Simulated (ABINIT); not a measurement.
# C (Fd-3m) in ABINIT: further runs, part 2 of 2

ABINIT 10.8.3 (patched build).

### 4 Band structure, LDA-Teter

run.abi

```
# Datasets: ground state, then fixed potential
ndtset 2

# Pseudopotentials
pp_dirpath "./"
pseudos "C.upf"

# Structure
acell 3*1.0 Angstrom
rprim
     0.0000000000     1.7833700000     1.7833700000
     1.7833700000     0.0000000000     1.7833700000
     1.7833700000     1.7833700000     0.0000000000
ntypat 1
znucl 6
natom 2
typat 1 1
xred
     0.7500000000     0.7500000000     0.7500000000
     0.5000000000     0.5000000000     0.5000000000

# Plane-wave basis
ecut 41.0

# Exchange and correlation
ixc 1

# Bands and occupations
occopt 3
tsmear 0.05 eV

# SCF cycle
nstep 100

# Output
iomode 3
prtwf 0
prteig 0
prtebands 0
prtden1 1
prtvha1 1
prtvclmb1 1
prtpot1 1
prtelf1 1

# Dataset 1
kptopt1 1
ngkpt1 13 13 13
nshiftk1 1
shiftk1 0.0 0.0 0.0
nband1 8
tolvrs1 1.0e-10

# Dataset 2: bands along G-X-W-K-G-L-U-W-L-K
iscf2 -2
getden2 1
nband2 12
nbdbuf2 2
tolwfr2 1.0e-12
kptopt2 -9
ndivsm2 5
prteig2 1
prtvol2 -3
kptbounds2
     0.0000000000     0.0000000000     0.0000000000
     0.5000000000     0.0000000000     0.5000000000
     0.5000000000     0.2500000000     0.7500000000
     0.3750000000     0.3750000000     0.7500000000
     0.0000000000     0.0000000000     0.0000000000
     0.5000000000     0.5000000000     0.5000000000
     0.6250000000     0.2500000000     0.6250000000
     0.5000000000     0.2500000000     0.7500000000
     0.5000000000     0.5000000000     0.5000000000
     0.3750000000     0.3750000000     0.7500000000
```

Potentials or basis: PseudoDojo NC SR LDA v0.4.1 standard.

The run is started by

```bash
$ abinit run.abi > log 2>&1
```

run.abo:

```text
.Version 10.8.3 of ABINIT
 DATASET    1 : space group Fd -3 m (#227); Bravais cF (face-center cubic)
================================================================================
 Values of the parameters that define the memory need for DATASET  1.
     intxc =       0    ionmov =       0      iscf =       7    lmnmax =       4
     lnmax =       4     mgfft =      30  mpssoang =       2    mqgrid =    3001
     natom =       2  nloc_mem =       1    nspden =       1   nspinor =       1
    nsppol =       1      nsym =      48    n1xccc =    2501    ntypat =       1
    occopt =       3   xclevel =       1
       mpw =         974          nfft =       27000          nkpt =          84
================================================================================
================================================================================

 DATASET    2 : space group Fd -3 m (#227); Bravais cF (face-center cubic)
================================================================================
 Values of the parameters that define the memory need for DATASET  2.
     intxc =       0    ionmov =       0      iscf =      -2    lmnmax =       4
     lnmax =       4     mgfft =      30  mpssoang =       2    mqgrid =    3001
     natom =       2  nloc_mem =       1    nspden =       1   nspinor =       1
    nsppol =       1      nsym =      48    n1xccc =    2501    ntypat =       1
    occopt =       3   xclevel =       1
       mpw =         982          nfft =       27000          nkpt =          87
================================================================================
[... 994 lines left out ...]
  -0.16646   -0.08754    0.13464    0.21715    0.62409    0.78183    0.82126    0.90117
   1.05458    1.25578    1.28325    1.45901
 kpt#  84, nband= 12, wtk=  1.00000, kpt=  0.4167  0.4167  0.6667 (reduced coord)
  -0.15173   -0.07360    0.09471    0.20342    0.60943    0.81463    0.85684    0.87474
   1.03789    1.25726    1.28115    1.51494
 kpt#  85, nband= 12, wtk=  1.00000, kpt=  0.4028  0.4028  0.6944 (reduced coord)
  -0.13473   -0.05977    0.05725    0.19087    0.59653    0.83594    0.84564    0.89666
   1.02991    1.25730    1.28605    1.56706
 kpt#  86, nband= 12, wtk=  1.00000, kpt=  0.3889  0.3889  0.7222 (reduced coord)
  -0.11628   -0.05170    0.02945    0.18009    0.58581    0.79901    0.87224    0.92468
   1.03281    1.25524    1.29980    1.60340
 kpt#  87, nband= 12, wtk=  1.00000, kpt=  0.3750  0.3750  0.7500 (reduced coord)
  -0.10091   -0.05756    0.02438    0.17150    0.57743    0.76222    0.89240    0.93923
   1.04998    1.25053    1.32334    1.61593

== END DATASET(S) ==============================================================
================================================================================

 -outvars: echo values of variables after computation  --------
            acell      1.8897261259E+00  1.8897261259E+00  1.8897261259E+00 Bohr
           etotal1    -1.2060721710E+01
            fcart1    -0.0000000000E+00 -0.0000000000E+00 -0.0000000000E+00
                      -0.0000000000E+00 -0.0000000000E+00 -0.0000000000E+00
            rprim      0.0000000000E+00  1.7833700000E+00  1.7833700000E+00
                       1.7833700000E+00  0.0000000000E+00  1.7833700000E+00
                       1.7833700000E+00  1.7833700000E+00  0.0000000000E+00
           strten1     3.7400725594E-04  3.7400725594E-04  3.7400725594E-04
                       0.0000000000E+00  0.0000000000E+00  0.0000000000E+00
           xangst      2.6750550000E+00  2.6750550000E+00  2.6750550000E+00
                       1.7833700000E+00  1.7833700000E+00  1.7833700000E+00
             xred      7.5000000000E-01  7.5000000000E-01  7.5000000000E-01
                       5.0000000000E-01  5.0000000000E-01  5.0000000000E-01
 Calculation completed.
```

It took 19 s on 1 thread of Arm Neoverse V2, shared host; peak memory 0.12 GiB.

Results:

| Item | Value |
| --- | --- |
| Free energy | -328.1890 eV |
| Pressure | -11.0 GPa |
| Band gap on the k mesh | 4.15 eV, indirect (least direct gap 5.56 eV) |
| Band gap along the path | 4.14 eV, indirect (least direct gap 5.56 eV) |
| All electrons inside the program's atomic spheres | C 4.65, 4.69 (radii [1.0584] Å) |

Levels at the corners of the path, in eV from the valence-band top:
```tsv
point	band 2	band 3	band 4	band 5	band 6	band 7
Γ	0.00	0.00	0.00	5.56	5.56	5.56
X	-12.63	-6.32	-6.32	4.76	4.76	16.61
W	-11.80	-8.38	-8.38	10.49	10.49	12.34
K	-11.61	-9.38	-5.38	5.67	10.69	14.24
Γ	0.00	0.00	0.00	5.56	5.56	5.56
L	-13.39	-2.81	-2.81	8.43	8.43	9.04
U	-11.61	-9.38	-5.38	5.67	10.69	14.24
W	-11.80	-8.38	-8.38	10.49	10.49	12.34
L	-13.39	-2.81	-2.81	8.43	8.43	9.04
K	-11.61	-9.38	-5.38	5.67	10.69	14.24
```

### 5 The runs side by side

```csv
task,level,potentials or basis,cutoff (eV),fine-grid cutoff,gap on the mesh (eV),pressure (GPa)
band structure,r2SCAN,PseudoDojo NC SR PBE v0.4 stringent,1333,-,4.17,3.6
equation of state,BLYP+D3,JTH PAW PBE v2.0,544,1088.46 eV,-,-
band structure,LDA-Teter,PseudoDojo NC SR LDA v0.4.1 standard,1116,-,4.15,-11.0
```

Alike in all rows: no spin polarisation; cell as given; k mesh 13 × 13 × 13; smearing fermi-dirac 0.05 eV.

Caveats: a meta-GGA on potentials with a model core is unreliable (some runs); a meta-GGA on norm-conserving files made for a GGA shifts volumes by about 1 % (some runs); the potentials were made for another functional, which shifts forces and pressure (some runs); pressures at fixed basis lie under the slope of the energies (some runs); the PAW data sets were made with another functional, which shifts forces and pressure a little (some runs); the atomic spheres overlap (some runs).

Total energies depend on the potentials used, so only differences within one code and one set of settings carry meaning.

### 6 How close it comes

Step 3. Measured bulk modulus of C: 442 GPa (quoted in “Equation of state of cubic boron nitride at high pressures and temperatures”, 2007, arxiv:cond-mat/0702656). This calculation gives 409 GPa (-7.4 %). 3 values of this kind are on record (442 to 444.8 GPa); this one was drawn at random among those near their median, those with a stated uncertainty first. The fit is for a static lattice scaled at fixed shape and fixed fractional positions. The cell as given is a measured one (5.67 Å³/atom); BLYP+D3 puts the equilibrium volume +1.3 % from it, thermal expansion not counted.
